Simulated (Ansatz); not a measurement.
# CoSi (P2_13) in Ansatz: band structure with LDA

Aim: the band structure of CoSi with LDA.

All numbers are computed with Ansatz 0.2.0; they aren't measurements. Logs are shortened: lines on timing, memory, paths and dates and some standing lists are left out, and cuts for length are marked.

### 1 The crystal as given

Symmetry: P2_13, No. 198, cubic system. The conventional cell has a = 4.438 Å, b = 4.438 Å, c = 4.438 Å, α = 90.00°, β = 90.00°, γ = 90.00°. Co (site symmetry 3) is surrounded by 7 Si at 2.28 to 2.47 Å. Si (site symmetry 3) is surrounded by 7 Co at 2.28 to 2.47 Å.

### 2 Band structure, LDA, collinear spin, ferromagnetic start

File input.yaml:

```yaml
crystal:
  lattice:
    - [4.438, 0.0, 0.0]
    - [0.0, 4.438, 0.0]
    - [0.0, 0.0, 4.438]
  atoms:
    - { symbol: Co, position: [0.86, 0.64, 0.36], spin: 2.0 }
    - { symbol: Co, position: [0.64, 0.36, 0.86], spin: 2.0 }
    - { symbol: Co, position: [0.36, 0.86, 0.64], spin: 2.0 }
    - { symbol: Co, position: [0.14, 0.14, 0.14], spin: 2.0 }
    - { symbol: Si, position: [0.157, 0.343, 0.657] }
    - { symbol: Si, position: [0.343, 0.657, 0.157] }
    - { symbol: Si, position: [0.657, 0.157, 0.343] }
    - { symbol: Si, position: [0.843, 0.843, 0.843] }
hamiltonian:
  xc: lda
  pseudopotentials: { kind: paw }
magnetization:
  spin_polarized: true
kpoints:
  mp_grid: { grid: [6, 6, 6] }
  band_path:
    path:
      - [[0.0, 0.0, 0.0], [0.0, 0.5, 0.0], [0.5, 0.5, 0.0], [0.0, 0.0, 0.0], [0.5, 0.5, 0.5], [0.0, 0.5, 0.0]]
      - [[0.5, 0.5, 0.0], [0.5, 0.5, 0.5]]
    npoints: 10
scf:
  occupations: { method: fermi_dirac, width: 0.05 }
  n_extra_bands: 20
output:
  forces: true
  stress: true
  eigenvalues: true
  fatbands: true
```

Potentials or basis: Ansatz PAW.

Started as:

```console
> ansatz run input.yaml --threads 4 --pin off --max-ram 11264MiB --backend cpu --events-out ev --progress --plain --runs-dir out
```

Log:

```text
Warning: RAYON_NUM_THREADS=4 ignored (pool sized by the plan → 4); use --threads N
scf.n_extra_bands = 20 over 42 filled bands (N_el = 84.0): the run solves 62 bands
Engine: ansatz 0.2.0, x86_64-unknown-linux-gnu
Pseudopotentials: kind: paw
Pseudopotential: Co, paw, valence charge 17, recommended cutoff 420 eV (normal), Co.paw.azcp
Pseudopotential: Si, paw, valence charge 4, recommended cutoff 420 eV (normal), Si.paw.azcp
Functional definition: SPW92
  exchange = slater_x
  correlation = pw_c
Crystal: 8 atoms, lattice volume = 87.410 Å³
Basis set: ecut = 420 eV, 1743 PW (Γ)
Bands: 62, of which v1, the nominal top of the filled ones, is band 42 counted from 1 (41 counted from 0)
Symmetry: 12 space group operations
Space group: P213 (ITA 198), of the structure as read, at distance tolerance 4.4e-5 Å
Magnetic group: BNS 198.9 (UNI 1511), of the structure as read, at distance tolerance 4.4e-5 Å
k-points: 24 of 216 (time reversal used)
Non-local potential: Co, projectors of the file, l = 0: 3, l = 1: 2, l = 2: 3, l = 3: 1
Non-local potential: Si, projectors of the file, l = 0: 2, l = 1: 2, l = 2: 2
PAW form: soft (Blöchl's): semilocal exchange-correlation on the pseudo side does not see the compensation charge
PAW frozen core: Co, regenerated for the run's functional, and the local potential with it (the file was generated under x = pbe(κ = 0.804, μ = 0.2195149727645171), c = pbe(β = 0.06672455060314922))
PAW frozen core: Si, regenerated for the run's functional, and the local potential with it (the file was generated under x = pbe(κ = 0.804, μ = 0.2195149727645171), c = pbe(β = 0.06672455060314922))
PAW one-centre angular grid: Co, 590 points (default); XC on 64 Gauss nodes
PAW one-centre angular grid: Si, 110 points (default); XC on 64 Gauss nodes
Initial density: superposition of atomic densities (chi_scale 0.1, normalization cell)
Starting moments: Σ|m| = 8 μB on 4 of 8 sites
Initial wavefunctions: pseudopotential atomic-orbital guess
Functional: x = slater, c = lda
SCF iter   1: F=—  HF=-22689.004527 eV  |F-HF|=—  |Δ(HF+E_count)|=         —  Δρ=2.39e-1 (↑2.39e-1 ↓1.32e-1)  dr2=6.95e0  dr2_m=2.70e1  M=0.218 μB ∫|m|=0.640 μB  β_m=0.30  ethr=3.10e-3  ⟨swp⟩=5.9  Hψ=11898  notcnv=0  defer=96
Mixer restart at iter 1: flushing history
preconditioner: auto → Kerker (q_TF=auto, 2.710 Å⁻¹)  [metal: Δε(μ)=0.061 eV  Ē_g=9.565 eV  σ=0.050 eV  W_gap=0.27  n_scr=26 (ndim 8)  ℏωp=28.6 eV  f_vac=0.000  D(μ)=2.48/eV (n_scr^D=18)]
[... 21 lines left out ...]
Free energy (F): -22691.597773 eV
Harris-Foulkes:  -22691.597773 eV  (|F-HF|=1.16e-9)
Internal energy: -22691.583254 eV  (E = F + TS)
E sigma→0 (E₀):  -22691.590513 eV
Entropy (-TS):   -0.014519 eV (-1.815 meV/atom)
Fermi energy:    16.318323 eV
--- Per-component energies (eV) ---
  E_band       = -964.626033
  E_kinetic    = 2010.989023
  E_local      = -14281.646188  (includes V_loc(G=0)·N_el)
  E_nonlocal   = 1948.570417
  E_hartree    = 6182.588827
  E_xc         = -862.688028
  E_vxc        = -1024.234265  (∫ρ·V_xc dr)
  E_paw        = -7762.255008  (= ΣΔE_a)
  E_vpaw       = -1983.488528  (= ΣTr[D̂ρ^β])
  E_aug_tail   = 0.000180  (compensation charges beyond the density's cutoff)
  E_ewald      = -9929.152802
  E_core_change = 2.010325  (= ΣΔE_core)
  E_smearing   = -0.014519  (= −TS)
  E_closure    = 0.000000  (closes the sum)
  Σ components = -22691.597773   (vs F -22691.597773, Δ=0.00e0)
--- Forces (eV/Å), atoms counted from 1 ---
  atom   1  Co    -0.08269858     0.08269858    -0.08269858
  atom   2  Co     0.08269858    -0.08269858    -0.08269858
  atom   3  Co    -0.08269858    -0.08269858     0.08269858
  atom   4  Co     0.08269858     0.08269858     0.08269858
  atom   5  Si     0.07312517    -0.07312517     0.07312517
  atom   6  Si    -0.07312517     0.07312517     0.07312517
  atom   7  Si     0.07312517     0.07312517    -0.07312517
  atom   8  Si    -0.07312517    -0.07312517    -0.07312517
  max |Σ_I F_I| component: 9.71e-17 eV/Å
--- Stress (GPa, compression-positive) ---
      -12.723479      -0.000000       0.000000
       -0.000000     -12.723479      -0.000000
        0.000000       0.000000     -12.723479
  P = ⅓ Tr σ = -12.7235 GPa (-127.235 kbar)
--- Band table (eV; the first three rows and the last of 48) ---
  k-point 0 ↑: bands = ["-77.7545", "-77.7424", "-77.7424", "-77.7424", "-41.5501", "-41.5501", "-41.5501", "-41.5073", "-41.4746", "-41.4746", "-41.4746", "-41.4363", "-41.4363", "-41.4206", "-41.4206", "-41.4206", "2.6708", "8.1438", "8.1438", "8.1438", "10.8314", "10.8314", "10.8314", "12.5263", "12.5263", "12.5263", "13.0553", "13.1827", "13.1827", "13.4858", "13.4858", "13.4858", "13.9423", "13.9423", "13.9423", "15.3771", "15.3771", "15.3771", "15.5093", "15.5093", "16.2708", "16.2708", "16.2708", "18.7500", "18.7500", "18.7500", "19.2255", "19.2255", "19.8412", "19.8412", "19.8412", "21.2171", "22.3173", "22.3173", "22.3173", "24.5172", "24.5172", "24.5172", "25.7263", "26.3934", "26.3934", "26.3934"]
  k-point 1 ↑: bands = ["-77.7539", "-77.7444", "-77.7422", "-77.7413", "-41.5550", "-41.5511", "-41.5426", "-41.5094", "-41.4823", "-41.4771", "-41.4640", "-41.4357", "-41.4337", "-41.4228", "-41.4227", "-41.4197", "2.8769", "7.0447", "8.2716", "8.8646", "10.2996", "10.9520", "11.5605", "11.8125", "12.1322", "12.8952", "13.2174", "13.2246", "13.4146", "13.4411", "13.5106", "13.5228", "13.8412", "13.9142", "14.2156", "15.1617", "15.2374", "15.4585", "15.5105", "15.5929", "16.0320", "16.1926", "16.7178", "18.1184", "18.2534", "18.5437", "18.7001", "19.5875", "20.1143", "20.1591", "20.4846", "21.5030", "21.8637", "23.0610", "23.2602", "23.6183", "23.6225", "24.5240", "25.1978", "26.8957", "27.6036", "27.7838"]
  k-point 2 ↑: bands = ["-77.7522", "-77.7469", "-77.7417", "-77.7410", "-41.5568", "-41.5535", "-41.5335", "-41.5153", "-41.4861", "-41.4820", "-41.4522", "-41.4351", "-41.4284", "-41.4275", "-41.4256", "-41.4205", "3.4839", "5.7021", "8.6350", "9.3539", "10.1475", "11.0761", "11.1873", "11.5755", "12.3749", "12.5424", "13.1899", "13.3307", "13.4690", "13.5164", "13.5933", "13.6509", "13.8123", "14.1321", "14.3106", "14.8031", "15.1885", "15.3429", "15.5378", "15.6166", "15.8911", "15.9860", "17.1558", "17.6704", "17.7883", "17.9729", "19.1510", "20.0570", "20.4617", "20.5576", "21.0515", "21.8269", "21.9533", "22.2383", "22.5380", "23.4489", "24.6913", "25.5049", "25.7357", "26.6900", "27.6768", "29.0312"]
  k-point 23 ↓: bands = ["-77.7454", "-77.7454", "-77.7454", "-77.7454", "-41.5429", "-41.5429", "-41.5429", "-41.5429", "-41.4669", "-41.4669", "-41.4669", "-41.4669", "-41.4197", "-41.4197", "-41.4197", "-41.4197", "6.8906", "6.8906", "6.8906", "6.8906", "9.3748", "9.3748", "9.3748", "9.3748", "13.2457", "13.2457", "13.2457", "13.2457", "13.4152", "13.4152", "13.4152", "13.4152", "14.9325", "14.9325", "14.9325", "14.9325", "15.0533", "15.0533", "15.0533", "15.0533", "16.0613", "16.0613", "16.0613", "16.0613", "21.5651", "21.5651", "21.5651", "21.5651", "21.9750", "21.9750", "21.9750", "21.9750", "24.0438", "24.0438", "24.0438", "24.0438", "25.6525", "25.6525", "25.6525", "25.6525", "25.9551", "25.9551"]
```

bands.tsv:

```text
[... 79 lines left out ...]
```

Run time: 23 s. Hardware: 4 threads of AMD EPYC 7R43 (Zen 3), shared host; peak memory 0.68 GiB.

What came out:

| Quantity | Value |
| --- | --- |
| Free energy | -22691.5978 eV |
| Pressure | -12.7 GPa |
| Largest force | 0.143 eV/Å |
| Band gap on the k mesh | none (metal or under the smearing width) |
| Net moment | 0.00 μB per cell |
| Absolute moment | 0.00 μB per cell |

Forces on the atoms (eV/Å):
```
Co  -0.083  0.083 -0.083
Co   0.083 -0.083 -0.083
Co  -0.083 -0.083  0.083
Co   0.083  0.083  0.083
Si   0.073 -0.073  0.073
Si  -0.073  0.073  0.073
Si   0.073  0.073 -0.073
Si  -0.073 -0.073 -0.073
```

Levels at the corners of the path, in eV from the Fermi level:
Spin up:
| point | band 40 | band 41 | band 42 | band 43 | band 44 | band 45 |
| --- | --- | --- | --- | --- | --- | --- |
| Γ | -0.81 | -0.05 | -0.05 | -0.05 | 2.43 | 2.43 |
| X | -0.71 | -0.51 | -0.51 | 0.97 | 0.97 | 1.42 |
| M | -1.05 | -0.06 | -0.06 | 0.53 | 0.53 | 1.95 |
| Γ | -0.81 | -0.05 | -0.05 | -0.05 | 2.43 | 2.43 |
| R | -1.27 | -0.26 | -0.26 | -0.26 | -0.26 | 5.25 |
| X | -0.71 | -0.51 | -0.51 | 0.97 | 0.97 | 1.42 |
| M | -1.05 | -0.06 | -0.06 | 0.53 | 0.53 | 1.95 |
| R | -1.27 | -0.26 | -0.26 | -0.26 | -0.26 | 5.25 |
Spin down:
```
point  band 39  band 40  band 41  band 42  band 43  band 44  band 45  band 46
    Γ    -0.81    -0.81    -0.05    -0.05    -0.05     2.43     2.43     2.43
    X    -0.71    -0.71    -0.51    -0.51     0.97     0.97     1.42     1.42
    M    -1.05    -1.05    -0.06    -0.06     0.53     0.53     1.95     1.95
    Γ    -0.81    -0.81    -0.05    -0.05    -0.05     2.43     2.43     2.43
    R    -1.27    -1.27    -0.26    -0.26    -0.26    -0.26     5.25     5.25
    X    -0.71    -0.71    -0.51    -0.51     0.97     0.97     1.42     1.42
    M    -1.05    -1.05    -0.06    -0.06     0.53     0.53     1.95     1.95
    R    -1.27    -1.27    -0.26    -0.26    -0.26    -0.26     5.25     5.25
```

Caveat: the starting moments collapsed, and a magnetic state may lie lower; the PAW data sets come from PBE, with cores solved anew for the run's functional, which leaves a small shift of forces and pressure; the starting moments weren't kept.
